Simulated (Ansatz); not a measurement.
# Settings and their price: generalised stacking fault on (111) (glide set) of a GaP-AlP solid solution (72 atoms)

The cell holds 72 atoms: 18 Al, 36 P and 18 Ga. Cell: a = 6.683 Å, b = 11.576 Å, c = 20.062 Å, α = 90.0°, β = 72.2°, γ = 90.0°. It derives from GaP and AlP. Zinc-blende GaP lattice (a = 5.4569 Å, the value set for the mixture), cell with z along [111], 1 x 3 x 2 periods; the third cell vector is tilted by 0.917 of 1/2[11-2] and lengthened by 0.2 Å, so the cell holds one fault (glide set); displaced by a Gaussian of 0.01 Å; 18 of 36 Ga sites given to Al at random (lattice constant by Vegard's rule between GaP and AlP).

Geometry: as built.

Reference run: Kohn-Sham DFT, PBE, PAW (set soft_2), plane waves (Ansatz 0.2.0), cutoff 420 eV, k-mesh 2×1×1, gaussian smearing of 0.05 eV.

* r.m.s. force component: 1.871 eV/Å
* pressure: 4.216 GPa
* gap (highest filled to lowest empty level): 0.6671 eV
* SCF cycles: 9
* time: 22 s on 4 threads of Intel Xeon 6975P-C (Granite Rapids), shared host

Q: Estimate how much each variant changes the results, and its time and memory.
- support functions medium
- support functions low
- support functions high
- support functions medium, radius 3.96 Å
- support functions medium, radius 4.29 Å
- support functions medium, radius 4.58 Å
- support functions medium, radius 4.9 Å
- support functions medium, radius 5.52 Å
- support functions medium, radius 6.13 Å
- basis.xc_grid = 2 and hamiltonian.xc = "lda"

Differences are against the plane-wave reference (Kohn-Sham DFT, PBE, PAW (set soft_2), plane waves), whose r.m.s. force component is 1.87 eV/Å. Energies are set beside the reference only for runs with its functional, potentials and electron count. Times are for 4 threads of Intel Xeon 6975P-C (Granite Rapids), shared host. The reference's time includes the DOS, the stress and grids, which some other runs skip.

| run | Δ force, r.m.s. (meV/Å) | share of r.m.s. force (%) | Δ energy (meV/atom) | Δ pressure (GPa) | Δ gap (eV) | cycles | time | host memory (GiB) |
| --- | --- | --- | --- | --- | --- | --- | --- | --- |
| reference | - | - | - | - | - | 9 | 22 s | 4.5 |
| support functions medium | 0.407 | 0.0218 | -0.874 | - | 8.0e-4 | 12 | 57 s | 2.8 |
| support functions low | 0.361 | 0.0193 | -0.875 | - | 8.0e-4 | 11 | 49 s | 2.8 |
| support functions high | 0.167 | 0.0089 | -0.865 | - | 0 | 18 | 3.2 min | 5.1 |
| support functions medium, radius 3.96 Å | 0.484 | 0.0259 | -0.872 | - | 0.0017 | 12 | 47 s | 2.7 |
| support functions medium, radius 4.29 Å | 0.279 | 0.0149 | -0.87 | - | 2.0e-4 | 12 | 60 s | 3.0 |
| support functions medium, radius 4.58 Å | 0.279 | 0.0149 | -0.865 | - | -4.0e-4 | 14 | 74 s | 3.3 |
| support functions medium, radius 4.9 Å | 0.232 | 0.0124 | -0.862 | - | -3.0e-4 | 13 | 89 s | 3.7 |
| support functions medium, radius 5.52 Å | 0.213 | 0.0114 | -0.861 | - | -3.0e-4 | 13 | 2.2 min | 4.7 |
| support functions medium, radius 6.13 Å | 0.205 | 0.011 | -0.861 | - | -3.0e-4 | 13 | 3.4 min | 5.7 |
| basis.xc_grid = 2 and hamiltonian.xc = "lda" | 102 | 5.43 | - | -4.36 | -0.154 | 9 | 19 s | 4.5 |

Among numerical settings the force difference runs from 0.17 meV/Å (support functions high) to 0.48 meV/Å (support functions medium, radius 3.96 Å). At 72 atoms the fastest of the runs at a preset level, support functions low, takes roughly 2.2 times the time of plane waves (whose run also made extra analyses, so the like-for-like ratio is larger), in 11 SCF cycles against 9. Differences between support functions and plane waves include what basis error the plane-wave run still has. As the radius goes from 3.96 to 6.13 Å, the force difference goes from 0.48 to 0.20 meV/Å, and the time from 47 s to 3.4 min. 

[Hosts, paths, dates, database ids (printed as entryN), source tags and the programs' standing remarks are cut or masked in the printed files.]
